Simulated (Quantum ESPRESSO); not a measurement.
# CoO (I4/mmm) in Quantum ESPRESSO: further runs

One crystal, CoO, is run at these levels: LDA; tasks: single point, equation of state.

Everything below comes from runs of Quantum ESPRESSO 7.5. Logs are shortened: lines on timing, memory, paths and dates and some standing lists are left out, and cuts for length are marked.

### Step 1. The crystal as given

Symmetry: I4/mmm, No. 139, tetragonal system. Conventional cell: a = 3.016 Å, b = 3.016 Å, c = 4.214 Å, α = 90.00°, β = 90.00°, γ = 90.00°. Around Co (site symmetry 4/mmm) lie 6 O at 2.11 to 2.13 Å. Around O (site symmetry 4/mmm) lie 6 Co at 2.11 to 2.13 Å.

### Step 2. Single point, LDA, collinear spin, ferromagnetic start, 9.01 Å³/atom

pw.in

```
&CONTROL
  calculation = 'scf'
  prefix = 'pwscf'
  outdir = './tmp'
  pseudo_dir = './pseudo'
  tprnfor = .true.
  tstress = .true.
  disk_io = 'nowf'
/
&SYSTEM
  ibrav = 0
  nat = 2
  ntyp = 2
  ecutwfc = 56
  ecutrho = 448
  nbnd = 21
  occupations = 'smearing'
  smearing = 'fd'
  degauss = 0.00367493
  nspin = 2
  starting_magnetization(1) = 0.1176
  starting_magnetization(2) = 0
/
&ELECTRONS
  conv_thr = 4d-10
  electron_maxstep = 120
  mixing_beta = 0.3
/
ATOMIC_SPECIES
Co    58.9332 co_lda_v1.2.uspp.F.UPF
O     15.9990 o_lda_v1.2.uspp.F.UPF
CELL_PARAMETERS angstrom
  -1.4772158519    1.4772158519    2.0642304156
   1.4772158519   -1.4772158519    2.0642304156
   1.4772158519    1.4772158519   -2.0642304156
ATOMIC_POSITIONS crystal
Co     0.0000000000    0.0000000000    0.0000000000
O      0.5000000000    0.5000000000    0.0000000000
K_POINTS automatic
12 12 12 0 0 0
```

Potentials or basis: GBRV 1.5 LDA.

Command:

```
OMP_NUM_THREADS=1 mpirun -n 2 pw.x -nk 2 -in pw.in > pw.out
```

pw.out:

```text
This program is part of the open-source Quantum ESPRESSO suite
     for quantum simulation of materials; please cite
         "P. Giannozzi et al., J. Phys.:Condens. Matter 21 395502 (2009);
         "P. Giannozzi et al., J. Phys.:Condens. Matter 29 465901 (2017);
         "P. Giannozzi et al., J. Chem. Phys. 152 154105 (2020);
     in publications or presentations arising from this work. More details at

     Message from routine setup:
     using ibrav=0 with symmetry is DISCOURAGED, use correct ibrav instead

     K-points division:     npool     =       2
     Subspace diagonalization in iterative solution of the eigenvalue problem:
     a serial algorithm will be used

     G-vector sticks info
     --------------------
     sticks:   dense  smooth     PW     G-vecs:    dense   smooth      PW
     Sum        1093     553    213                19515     6847    1639

     Using Slab Decomposition

     bravais-lattice index     =            0
     lattice parameter (alat)  =       5.5499  a.u.
     unit-cell volume          =     121.5914 (a.u.)^3
     number of atoms/cell      =            2
     number of atomic types    =            2
     number of electrons       =        23.00
     number of Kohn-Sham states=           21
     kinetic-energy cutoff     =      56.0000  Ry
     charge density cutoff     =     448.0000  Ry
     scf convergence threshold =      4.0E-10
     mixing beta               =       0.3000
     number of iterations used =            8  plain     mixing
     Exchange-correlation= SLA  PZ   NOGX NOGC
                           (   1   1   0   0   0   0   0)

     celldm(1)=   5.549936  celldm(2)=   0.000000  celldm(3)=   0.000000
     celldm(4)=   0.000000  celldm(5)=   0.000000  celldm(6)=   0.000000

     crystal axes: (cart. coord. in units of alat)
               a(1) = (  -0.502985   0.502985   0.702860 )
               a(2) = (   0.502985  -0.502985   0.702860 )
               a(3) = (   0.502985   0.502985  -0.702860 )

     reciprocal axes: (cart. coord. in units 2 pi/alat)
               b(1) = ( -0.000000  0.994066  0.711379 )
               b(2) = (  0.994066 -0.000000  0.711379 )
               b(3) = (  0.994066  0.994066  0.000000 )

     PseudoPot. # 1 for Co read from file:
     co_lda_v1.2.uspp.F.UPF
     Pseudo is Ultrasoft + core correction, Zval = 17.0
     Generated by new atomic code, or converted to UPF format
     Using radial grid of  863 points,  6 beta functions with:
                l(1) =   0
                l(2) =   0
                l(3) =   1
                l(4) =   1
                l(5) =   2
                l(6) =   2
     Q(r) pseudized with  8 coefficients,  rinner =    1.200   1.200   1.200
                                                       1.200   1.200

     PseudoPot. # 2 for O  read from file:
     o_lda_v1.2.uspp.F.UPF
     Pseudo is Ultrasoft + core correction, Zval =  6.0
     Generated by new atomic code, or converted to UPF format
     Using radial grid of  737 points,  5 beta functions with:
                l(1) =   0
                l(2) =   0
                l(3) =   1
                l(4) =   1
                l(5) =   2
     Q(r) pseudized with  8 coefficients,  rinner =    0.900   0.900   0.900
                                                       0.900   0.900

     atomic species   valence    mass     pseudopotential
     Co               17.00    58.93320     Co( 1.00)
     O                 6.00    15.99900     O ( 1.00)

     Starting magnetic structure
     atomic species   magnetization
     Co              0.118
     O               0.000

     16 Sym. Ops., with inversion, found

   Cartesian axes

     site n.     atom                  positions (alat units)
         1        Co     tau(   1) = (   0.0000000   0.0000000   0.0000000  )
         2        O      tau(   2) = (   0.0000000   0.0000000   0.7028603  )

     number of k points=   163  Fermi-Dirac smearing, width (Ry)=  0.0037

     Number of k-points >= 100: set verbosity='high' to print them.

     Dense  grid:    19515 G-vectors     FFT dimensions: (  40,  40,  40)

     Smooth grid:     6847 G-vectors     FFT dimensions: (  27,  27,  27)

     Check: negative core charge=   -0.000026
     Generating pointlists ...
     new r_m :   0.2899 (alat units)  1.6091 (a.u.) for type    1
     new r_m :   0.2899 (alat units)  1.6091 (a.u.) for type    2

     Initial potential from superposition of free atoms

     starting charge      22.0000, renormalised to      23.0000
     Starting wfcs are   17 randomized atomic wfcs +    4 random wfcs

     Self-consistent Calculation

     iteration #  1     ecut=    56.00 Ry     beta= 0.30
     Davidson diagonalization with overlap
     ethr =  1.00E-02,  avg # of iterations =  5.3

     total energy              =    -328.33783619 Ry
     estimated scf accuracy    <       6.87014520 Ry

     total magnetization       =     2.34 Bohr mag/cell
[... 33 lines left out ...]
     Davidson diagonalization with overlap
     ethr =  1.45E-04,  avg # of iterations =  2.1

     total energy              =    -330.54730071 Ry
     estimated scf accuracy    <       0.04033034 Ry

     total magnetization       =     2.18 Bohr mag/cell
     absolute magnetization    =     2.19 Bohr mag/cell

     iteration #  6     ecut=    56.00 Ry     beta= 0.30
     Davidson diagonalization with overlap
     ethr =  1.45E-04,  avg # of iterations =  1.0

     total energy              =    -330.55384718 Ry
     estimated scf accuracy    <       0.00189330 Ry

     total magnetization       =     2.39 Bohr mag/cell
     absolute magnetization    =     2.40 Bohr mag/cell

     iteration #  7     ecut=    56.00 Ry     beta= 0.30
     Davidson diagonalization with overlap
     ethr =  8.23E-06,  avg # of iterations =  2.9

     total energy              =    -330.55365963 Ry
     estimated scf accuracy    <       0.00587766 Ry

     total magnetization       =     2.43 Bohr mag/cell
     absolute magnetization    =     2.44 Bohr mag/cell

     iteration #  8     ecut=    56.00 Ry     beta= 0.30
     Davidson diagonalization with overlap
     ethr =  8.23E-06,  avg # of iterations =  2.0

     total energy              =    -330.55459706 Ry
     estimated scf accuracy    <       0.00245963 Ry

     total magnetization       =     2.63 Bohr mag/cell
     absolute magnetization    =     2.64 Bohr mag/cell

     iteration #  9     ecut=    56.00 Ry     beta= 0.30
     Davidson diagonalization with overlap
     ethr =  8.23E-06,  avg # of iterations =  1.0

     total energy              =    -330.55447286 Ry
     estimated scf accuracy    <       0.00109864 Ry

     total magnetization       =     2.66 Bohr mag/cell
     absolute magnetization    =     2.68 Bohr mag/cell

     iteration # 10     ecut=    56.00 Ry     beta= 0.30
     Davidson diagonalization with overlap
     ethr =  4.78E-06,  avg # of iterations =  1.1

     total energy              =    -330.55453103 Ry
     estimated scf accuracy    <       0.00007368 Ry

     total magnetization       =     2.67 Bohr mag/cell
     absolute magnetization    =     2.68 Bohr mag/cell

     iteration # 11     ecut=    56.00 Ry     beta= 0.30
     Davidson diagonalization with overlap
     ethr =  3.20E-07,  avg # of iterations =  1.7

     total energy              =    -330.55454392 Ry
     estimated scf accuracy    <       0.00000496 Ry

     total magnetization       =     2.67 Bohr mag/cell
     absolute magnetization    =     2.68 Bohr mag/cell

     iteration # 12     ecut=    56.00 Ry     beta= 0.30
     Davidson diagonalization with overlap
     ethr =  2.16E-08,  avg # of iterations =  1.5

     total energy              =    -330.55454462 Ry
     estimated scf accuracy    <       0.00000566 Ry

     total magnetization       =     2.66 Bohr mag/cell
     absolute magnetization    =     2.67 Bohr mag/cell

     iteration # 13     ecut=    56.00 Ry     beta= 0.30
     Davidson diagonalization with overlap
     ethr =  2.16E-08,  avg # of iterations =  1.1

     total energy              =    -330.55454541 Ry
     estimated scf accuracy    <       0.00000028 Ry

     total magnetization       =     2.66 Bohr mag/cell
     absolute magnetization    =     2.68 Bohr mag/cell

     iteration # 14     ecut=    56.00 Ry     beta= 0.30
     Davidson diagonalization with overlap
     ethr =  1.20E-09,  avg # of iterations =  1.5

     total energy              =    -330.55454548 Ry
     estimated scf accuracy    <       0.00000002 Ry

     total magnetization       =     2.66 Bohr mag/cell
     absolute magnetization    =     2.68 Bohr mag/cell

     iteration # 15     ecut=    56.00 Ry     beta= 0.30
     Davidson diagonalization with overlap
     ethr =  8.63E-11,  avg # of iterations =  1.0

     total energy              =    -330.55454548 Ry
     estimated scf accuracy    <          1.1E-09 Ry

     total magnetization       =     2.66 Bohr mag/cell
     absolute magnetization    =     2.68 Bohr mag/cell

     iteration # 16     ecut=    56.00 Ry     beta= 0.30
     Davidson diagonalization with overlap
     ethr =  4.83E-12,  avg # of iterations =  1.5

     Magnetic moment per site  (integrated on atomic sphere of radius R)
     atom   1 (R=0.290)  charge= 14.5171  magn=  2.2589
     atom   2 (R=0.290)  charge=  5.6183  magn=  0.2906

     End of self-consistent calculation

     Number of k-points >= 100: set verbosity='high' to print the bands.

     the Fermi energy is    14.9181 ev

!    total energy              =    -330.55454548 Ry
     estimated scf accuracy    <          1.3E-10 Ry
     smearing contrib. (-TS)   =      -0.00236478 Ry
     internal energy E=F+TS    =    -330.55218070 Ry

     The total energy is F=E-TS. E is the sum of the following terms:
     one-electron contribution =    -174.96935343 Ry
     hartree contribution      =     101.63120595 Ry
     xc contribution           =     -39.47673168 Ry
     ewald contribution        =    -217.73730154 Ry

     total magnetization       =     2.66 Bohr mag/cell
     absolute magnetization    =     2.68 Bohr mag/cell

     convergence has been achieved in  16 iterations

     Forces acting on atoms (cartesian axes, Ry/au):

     atom    1 type  1   force =    -0.00000000   -0.00000000   -0.00000000
     atom    2 type  2   force =     0.00000000    0.00000000    0.00000000

     Total force =     0.000000     Total SCF correction =     0.000000

     Computing stress (Cartesian axis) and pressure

          total   stress  (Ry/bohr**3)                   (kbar)     P=      -86.54
  -0.00058979   0.00000000   0.00000000          -86.76        0.00        0.00
   0.00000000  -0.00058979   0.00000000            0.00      -86.76        0.00
   0.00000000   0.00000000  -0.00058521            0.00        0.00      -86.09

=------------------------------------------------------------------------------=
   JOB DONE.
=------------------------------------------------------------------------------=
```

Wall time 87 s (2 MPI ranks of Arm Neoverse V1, shared host); peak memory 0.26 GiB.

Results:

| Item | Value |
| --- | --- |
| Free energy | -4497.4237 eV |
| Pressure | -8.7 GPa |
| Band gap on the k mesh | none (metal or under the smearing width) |
| Net moment | 2.66 μB per cell |
| Absolute moment | 2.68 μB per cell |
| Site moments | Co +2.26; O +0.29 μB |
| Valence electrons inside the program's atomic spheres | Co 14.52; O 5.62 |

Caveat: a cell with one magnetic atom can't hold antiferromagnetic order, which such compounds often take; semilocal functionals often make such compounds metallic where correlation or magnetic order opens a gap, which also shifts bond lengths.

### Step 3. Single point, LDA, collinear spin, ferromagnetic start, 9.20 Å³/atom

pw.in: that of step 2 with these lines changed.

```diff
@@ -32,5 +32,5 @@
 CELL_PARAMETERS angstrom
-  -1.4772158519    1.4772158519    2.0642304156
-   1.4772158519   -1.4772158519    2.0642304156
-   1.4772158519    1.4772158519   -2.0642304156
+  -1.4876191232    1.4876191232    2.0787677284
+   1.4876191232   -1.4876191232    2.0787677284
+   1.4876191232    1.4876191232   -2.0787677284
 ATOMIC_POSITIONS crystal
```

Potentials or basis: GBRV 1.5 LDA.

Command:

```
OMP_NUM_THREADS=1 mpirun -n 2 pw.x -nk 2 -in pw.in > pw.out
```

It took 87 s on 2 MPI ranks of Arm Neoverse V1, shared host; peak memory 0.26 GiB.

It converged, with:

* Free energy: -4497.4008 eV
* Pressure: -11.1 GPa
* Band gap on the k mesh: none (metal or under the smearing width)
* Net moment: 2.81 μB per cell
* Absolute moment: 2.83 μB per cell
* Site moments: Co +2.37; O +0.33 μB
* Valence electrons inside the program's atomic spheres: Co 14.53; O 5.64

Caveat: a cell with one magnetic atom can't hold antiferromagnetic order, which such compounds often take; semilocal functionals often make such compounds metallic where correlation or magnetic order opens a gap, which also shifts bond lengths.

(Part 1 of 2 ends here.)
